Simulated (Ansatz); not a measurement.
This is a relaxation of cell and atoms with the PAW code Ansatz on HfO₂ (started from an entry of an open crystallographic database); the level of theory is PBE. The input holds the cell as the database lists it.

The input:
```yaml
crystal:
  lattice:
    - [0.0, 2.5575, 2.5575]
    - [2.5575, 0.0, 2.5575]
    - [2.5575, 2.5575, 0.0]
  atoms:
    - { symbol: Hf, position: [0.0, 0.0, 0.0] }
    - { symbol: O, position: [0.25, 0.25, 0.25] }
    - { symbol: O, position: [0.75, 0.75, 0.75] }
kpoints:
  mp_grid: { grid: [8, 8, 8] }
hamiltonian:
  xc: pbe
scf:
  occupations: { method: fermi_dirac, width: 0.02 }
relax:
  f_tol: 0.005
  cell: {}
```

Command: `ansatz run input.yaml --threads 2 --pin off --max-ram 2211MiB --backend cpu --events-out ev --progress --plain --runs-dir out`.

Question: It took 7.3 s on 2 threads of Arm Neoverse N1, on a shared host, load about 0.9 per core. What peak of host memory did it reach?

Answer: About 0.37 GiB.

Output, abridged:
```
Functional definition: PBE
Crystal: 3 atoms, lattice volume = 33.456 Å³
Basis set: ecut = 420 eV, 645 PW (Γ)
Bands: 23, of which v1, the nominal top of the filled ones, is band 19 counted from 1 (18 counted from 0)
Symmetry: 48 space group operations
Space group: Fm-3m (ITA 225)
k-points: 29 of 512
SCF iter   1: HF=-16861.406323 eV  Δρ=2.41e-3  dr2=1.40e-3
SCF iter   2: HF=-16861.407248 eV  Δρ=1.83e-3  dr2=8.14e-4
SCF iter   3: HF=-16861.407139 eV  Δρ=6.76e-4  dr2=5.74e-5
SCF iter   4: HF=-16861.407421 eV  Δρ=1.23e-4  dr2=4.30e-6
SCF iter   5: HF=-16861.407421 eV  Δρ=5.54e-5  dr2=6.77e-7
SCF iter   6: HF=-16861.407420 eV  Δρ=9.68e-6  dr2=1.59e-8
SCF 1 converged in 6 iterations: F = -16861.407420 eV  dr2 = 1.59e-8
relax step 1: F+E_penalty+E_count = -16861.40742041 eV  P = -2.461 GPa  Ω = 33.456 Å³
SCF 2 converged in 5 iterations: F = -16861.412033 eV  dr2 = 2.54e-7
relax step 2: F+E_penalty+E_count = -16861.41203269 eV  P = +0.601 GPa  Ω = 33.049 Å³
SCF 3 converged in 4 iterations: F = -16861.411746 eV  dr2 = 3.21e-8
relax step 3: F+E_penalty+E_count = -16861.41174640 eV  P = -0.011 GPa  Ω = 33.128 Å³
SCF 4 converged in 6 iterations: F = -16861.410370 eV  dr2 = 2.57e-11
relax step 4: F+E_penalty+E_count = -16861.41036975 eV  P = -0.095 GPa  Ω = 33.128 Å³  (SCF on a basis re-selected at this cell)
SCF 5 converged in 4 iterations: F = -16861.410440 eV  dr2 = 2.14e-9
relax step 5: F+E_penalty+E_count = -16861.41043957 eV  P = -0.002 GPa  Ω = 33.116 Å³
SCF 6 converged in 5 iterations: F = -16861.410123 eV  dr2 = 1.72e-11
relax step 6: F+E_penalty+E_count = -16861.41012330 eV  P = -0.004 GPa  Ω = 33.116 Å³  (SCF on a basis re-selected at this cell)
Free energy (F): -16861.410123 eV
Fermi energy:    17.602360 eV
--- Stress (GPa, compression-positive) ---
       -0.004010       0.000000       0.000000
        0.000000      -0.004010       0.000000
        0.000000       0.000000      -0.004010
  P = ⅓ Tr σ = -0.0040 GPa (-0.040 kbar)
--- Relaxed structure (4 steps of the walk, 4 accepted, 2 SCFs on fresh bases) ---
  F+E_penalty+E_count = -16861.41012330 eV
  cell:  # Å, volume = 33.1162 Å³
    - [0.000000, 2.548806, 2.548806]
    - [2.548806, 0.000000, 2.548806]
    - [2.548806, 2.548806, 0.000000]
  atoms:
    - { symbol: Hf, position: [0.000000, 0.000000, 0.000000] }
    - { symbol: O, position: [0.250000, 0.250000, 0.250000] }
    - { symbol: O, position: [0.750000, 0.750000, 0.750000] }
```

The walk took 4 steps and changed the volume by -1.0 %. The last SCF, on a fresh basis, lies 0.9 meV an atom below the first. Final cell: it is cubic, Fm-3m (No. 225); conventional cell a = 5.098 Å, 11.04 Å³ an atom. Hf has 8 O at 2.21 Å; O has 4 Hf at 2.21 Å.

Spin-unpolarised throughout; all numbers are computed.
